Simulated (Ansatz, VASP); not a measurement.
**Ti in VASP and in Ansatz**

Contents of INCAR:

```
SYSTEM = Ti
PREC     = Accurate       ! precision mode
ENCUT    = 520            ! plane-wave cutoff, eV
EDIFF    = 1E-6           ! SCF threshold, eV
ISMEAR   = 0              ! smearing method
SIGMA    = 0.1            ! smearing width, eV
LREAL    = .False.        ! projectors in reciprocal space
LASPH    = .True.         ! aspherical terms in the spheres
NELM     = 100            ! most SCF steps
ALGO     = Normal         ! electronic algorithm
ISIF     = 2              ! what is computed and relaxed
LWAVE    = .False.        ! write WAVECAR
LCHARG   = .False.        ! write CHGCAR
GGA      = PS             ! functional
NBANDS   = 12             ! bands
```

The input KPOINTS:

```
Automatic mesh
0
Gamma
  8 8 8
  0 0 0
```

POSCAR

```
Ti
1.0
   -1.6566964817      1.6566964817      1.6566964817
    1.6566964817     -1.6566964817      1.6566964817
    1.6566964817      1.6566964817     -1.6566964817
Ti
1
Direct
    0.0000000000      0.0000000000      0.0000000000
```

Input for Ansatz:

```yaml
crystal:
  lattice:
    - [-1.6566964817, 1.6566964817, 1.6566964817]
    - [1.6566964817, -1.6566964817, 1.6566964817]
    - [1.6566964817, 1.6566964817, -1.6566964817]
  atoms:
    - { symbol: Ti, position: [0.0, 0.0, 0.0] }
basis:
  ecutwfc: 420
kpoints:
  mp_grid: { grid: [8, 8, 8] }
hamiltonian:
  xc: pbesol
scf:
  occupations: { method: gaussian, width: 0.1 }
output:
  forces: true
  stress: true
  eigenvalues: true
```

Alike in both runs: task single point; functional PBEsol; k mesh 8 × 8 × 8; occupations gaussian, width 0.1 eV; no spin polarisation.

|  | VASP | Ansatz |
| --- | --- | --- |
| version | VASP 6.6.1 | Ansatz 0.2.0 |
| potentials or method | VASP PAW PBE potentials, release 64 (Ti_sv) | scalar-relativistic, plane waves, PAW |
| plane-wave cutoff (eV) | 520 | 420 |
| valence electrons in the cell | 12 | 12 |

```csv
,VASP,Ansatz,Ansatz less VASP
gap on the k mesh at the Fermi level (eV),none,none,-
pressure (GPa),-9.5,-9.4,+0.14
```

A gap of «none» marks a metal or a gap that the smearing closes. With one functional, cell and mesh, what is left measures potentials, basis and numerics.

Caveats: the PAW data sets were made with another functional, which shifts forces and pressure a little (VASP).
